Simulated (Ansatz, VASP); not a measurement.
# One calculation of GaP, two programs

```
CELL_PARAMETERS angstrom
0.00000 2.72525 2.72525
2.67075 0.00000 2.72525
2.67075 2.72525 0.00000
ATOMIC_POSITIONS crystal
Ga 0.00000 0.00000 0.00000
P 0.75000 0.75000 0.75000
```

Change from the starting cell: strain = -0.02.

Alike in both runs: task relaxation of the atoms; functional PBE; k mesh 8 × 8 × 8; occupations fermi-dirac, width 0.05 eV; no spin polarisation.

|  | VASP | Ansatz |
| --- | --- | --- |
| version | VASP 6.6.1 | Ansatz 0.2.0 |
| potentials or method | VASP PAW PBE potentials, release 64 (Ga_d, P) | Ansatz PAW |
| plane-wave cutoff (eV) | 520 | 420 |
| valence electrons in the cell | 18 | 18 |

|  | VASP | Ansatz | Ansatz less VASP |
| --- | --- | --- | --- |
| gap on the k mesh at the Fermi level, each at its own relaxed structure (eV) | 1.41 | 1.41 | 0.000 |

Caveats: the relaxation stopped at its first step, so nothing moved. A k mesh can miss the band edges.
